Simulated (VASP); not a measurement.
## Fe: single point with LDA

The system is Fe.

```
CELL_PARAMETERS angstrom
2.37844 0.00000 0.00000
-0.79281 2.24242 0.00000
0.79281 1.12121 1.94199
ATOMIC_POSITIONS crystal
Fe 0.00000 0.00000 0.00000
```

```yaml
Program: VASP 6.6.1
Task: single point
Functional: LDA
Potentials_or_basis: VASP PAW LDA potentials, release 64 (Fe)
Cutoff: 520 eV
k_mesh: 17 × 17 × 27
Occupations: methfessel-paxton, width 0.1 eV
Spin: collinear spin, ferromagnetic start
Starting_moments: "[2.1] μB"
```

The pressure is 0.9 GPa and the band gap on the k mesh is none (metal or under the smearing width). The net moment is 1.99 μB per cell. The site moments are Fe +1.95 μB and the valence electrons inside the program's atomic spheres are Fe 7.49.

Levels at points of the mesh, in eV from the Fermi level:
Spin up:
| k point | band 1 | band 2 | band 3 | band 4 | band 5 | band 6 | band 7 | band 8 | band 9 |
| --- | --- | --- | --- | --- | --- | --- | --- | --- | --- |
| (0.00, 0.00, 0.00) | -9.12 | -2.51 | -2.51 | -2.51 | -0.95 | -0.95 | 25.72 | 25.72 | 25.72 |
Spin down:
```csv
k point,band 1,band 2,band 3,band 4,band 5,band 6
"(0.00, 0.00, 0.00)",-8.74,-0.90,-0.90,-0.90,1.17,1.17
```

Core levels (eV, on the scale of the bands):
```tsv
atom	levels
1 Fe	1s -6950.8, 2s -802.7, 2p -683.7, 3s -79.2, 3p -45.9
```

Run time: 2.4 min on 1 thread of Intel(R) Xeon(R) Platinum 8559C (Emerald Rapids), with other jobs on the host, peak memory 0.44 GiB.
